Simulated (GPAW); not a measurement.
Crystal: C.

```
C
1.0
     2.12732   -1.22828    0.00000
     2.12732    1.22828    0.00000
    -1.37907    0.00000    3.50283
C
2
Direct
  0.16664 0.16664 0.99991
  0.83336 0.83336 0.00009
```

This is a stacking variant of graphite.

Base run:

```yaml
Program: GPAW 26.7.0
Functional: LDA
Potentials_or_basis: the program's PAW data sets (release 1.2.1) made for this functional
Cutoff: 800 eV
Basis: pw
k_mesh: 13 × 13 × 8
Occupations: fermi-dirac, width 0.05 eV
Spin: no spin polarisation
```

Its results: pressure -4.3 GPa; largest force 0.004 eV/Å.

Task: The run is repeated on the same cell with these changes: functional from LDA to PBE; potentials or basis from the program's PAW data sets (release 1.2.1) made for this functional to GPAW PAW data sets (gpaw-data 1.2.1). What comes out?

Result: Pressure 3.7 GPa; largest force 0.005 eV/Å.

Caveats: this functional lacks dispersion, which binds the layers, so the pressure and a relaxed spacing across them are unreliable (some runs).
